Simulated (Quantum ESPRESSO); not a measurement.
Runs of Quantum ESPRESSO 7.5 on N. The structure is cubic, space group P2_13 (No. 198). Conventional cell: a = 5.815 Å, b = 5.815 Å, c = 5.815 Å, α = 90.00°, β = 90.00°, γ = 90.00°. N (site symmetry 3) has 1 N at 1.11 Å as nearest neighbours. Around N (site symmetry 3) lie 1 N at 1.11 Å. 

| task | level | potentials or basis | cutoff (eV) | symmetry | SCF threshold | form of the LDA correlation | gap on the mesh (eV) | pressure (GPa) | V0 of scaled cells (Å³/atom) | B0 (GPa) | largest force (eV/Å) |
| --- | --- | --- | --- | --- | --- | --- | --- | --- | --- | --- | --- |
| band structure | r2SCAN | SG15 PBE 1.2 | 1197 | off | 1e-08 Ry | - | 8.20 | (c) | - | - | 1.74 |
| band structure | PBEsol | GBRV 1.5 PBEsol | 612 | - | 1.6e-09 Ry | - | (b) | 0.3 | - | - | 0.13 |
| equation of state | LDA | GBRV 1.5 LDA | 612 | - | 1.6e-09 Ry | PZ81 | - | - | 24.09 | 68 | - |
| band structure | LDA | GBRV 1.5 LDA | 612 | - | 1.6e-09 Ry | PZ81 | 7.28 | -1.4 | - | - | (a) |
| equation of state | PBEsol | GBRV 1.5 PBEsol | 612 | - | 1.6e-09 Ry | - | - | - | 24.71 | (d) | - |

Alike in all rows: no spin polarisation; cell as given; k mesh 5 × 5 × 5; smearing fermi-dirac 0.05 eV.

Task: Fill in the values left out.

Result: (a) 0.67; (b) 7.38; (c) -2.1; (d) 66.

Caveats: the cell was scaled at fixed shape and fractional positions, which overstates the stiffness of a crystal with free parameters, most of all of layers and chains (some runs); the potentials were made for another functional, which shifts forces and pressure (some runs).

